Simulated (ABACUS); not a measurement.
NiO in ABACUS: the effect of exact exchange share

Crystal: NiO.

```
CELL_PARAMETERS angstrom
0.00000 2.08590 2.08590
2.08590 0.00000 2.08590
2.08590 2.08590 0.00000
ATOMIC_POSITIONS crystal
Ni 0.00000 0.00000 0.00000
O 0.50000 0.50000 0.50000
```

Alike in all runs:

| Quantity | Value |
| --- | --- |
| Program | ABACUS 3.10.1 |
| Task | single point |
| Potentials or basis | SG15 ONCV 1.2 PBE |
| Cutoff | 1361 eV |
| Density cutoff | 5442 eV |
| Basis | DZP LCAO (the cutoffs set its grid) |
| k mesh | 5 × 5 × 5 |
| Occupations | fermi-dirac, width 0.05 eV |
| Spin | collinear spin, ferromagnetic start |
| Starting moments | [1.0, 0.0] μB |

| exact exchange share | functional | gap on the mesh (eV) |
| --- | --- | --- |
| 0.1 | PBE0-type (share 0.1) | ? |
| 0.25 | PBE0-type (share 0.25) | 3.06 |
| 0.4 | PBE0-type (share 0.4) | 5.40 |

Problem. What does the run with exact exchange share 0.1 give?

Solution. gap on the mesh 0.82 eV.

Caveats: all runs use coarse meshes; the atomic orbitals were generated for these runs and aren't a published set; gaps of hybrids in this basis differ from plane-wave ones by up to 0.1 eV; an odd mesh through Γ misses points on the zone boundary, where band edges often lie; the basis of atomic orbitals isn't converged, which shifts pressures, moduli and gaps; a cell with one magnetic atom can't hold antiferromagnetic order, which such compounds often take.
